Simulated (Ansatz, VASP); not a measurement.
# Al2O in VASP and in Ansatz

INCAR

```
SYSTEM = Al2O
  PREC = Accurate
  ENCUT = 600
  EDIFF = 1E-6
  ISMEAR = 0
  SIGMA = 0.1
  LREAL = .False.
  LASPH = .True.
  NELM = 100
  ALGO = Normal
  ISIF = 3
  LWAVE = .False.
  LCHARG = .False.
  GGA = PE
  IBRION = 2
  NSW = 100
  EDIFFG = -0.01
```

Contents of KPOINTS:

```
Automatic mesh
0
Gamma
  14 14 4
  0 0 0
```

Contents of POSCAR:

```
Al2O
1.0
    2.6437759260      0.0000000000      0.0000000000
    0.0000000000      2.6437759260      0.0000000000
    0.0000000000      0.0000000000     13.9322979363
Al O
4 2
Direct
    0.0000000000      0.0000000000      0.8375647446
    0.0000000000      0.0000000000      0.1624352554
    0.0000000000      0.0000000000      0.5000000000
    0.5000000000      0.5000000000      0.0000000000
    0.5000000000      0.5000000000      0.2087510211
    0.5000000000      0.5000000000      0.7912489789
```

Input for Ansatz:

```yaml
crystal:
  lattice:
    - [2.643775926, 0.0, 0.0]
    - [0.0, 2.643775926, 0.0]
    - [0.0, 0.0, 13.9322979363]
  atoms:
    - { symbol: Al, position: [0.0, 0.0, 0.8375647446] }
    - { symbol: Al, position: [0.0, 0.0, 0.1624352554] }
    - { symbol: Al, position: [0.0, 0.0, 0.5] }
    - { symbol: Al, position: [0.5, 0.5, 0.0] }
    - { symbol: O, position: [0.5, 0.5, 0.2087510211] }
    - { symbol: O, position: [0.5, 0.5, 0.7912489789] }
basis:
  ecutwfc: 420
kpoints:
  mp_grid: { grid: [14, 14, 4] }
hamiltonian:
  xc: pbe
scf:
  occupations: { method: gaussian, width: 0.1 }
output:
  forces: true
  stress: true
  eigenvalues: true
relax:
  adjacent_minimum: "off"
  f_tol: 0.01
  max_steps: 80
  cell: { stress_tol: 0.05 }
```

Change from the starting cell: species swapped into the Fe2Si type (P4/mmm, No. 123).

Alike in both runs: task relaxation of cell and atoms; functional PBE; k mesh 14 × 14 × 4; occupations gaussian, width 0.1 eV; no spin polarisation.

```csv
,VASP,Ansatz
version,VASP 6.6.1,Ansatz 0.2.0
potentials or method,"VASP PAW PBE potentials, release 64 (Al, O)","scalar-relativistic, plane waves, PAW"
plane-wave cutoff (eV),600,420
valence electrons in the cell,24,24
```

|  | VASP | Ansatz | Ansatz less VASP |
| --- | --- | --- | --- |
| gap on the k mesh at the Fermi level, each at its own relaxed structure (eV) | none | none | - |
| relaxed volume (Å³/atom) | 16.28 | 16.65 | +0.366 |
| relaxed cell length with the largest relative difference (Å) | 14.048 | 14.361 | +0.3127 |
| energy change over the relaxation (meV/atom) | -1 | -2 | -0.2 |

A gap of «none» marks a metal or a gap that the smearing closes.
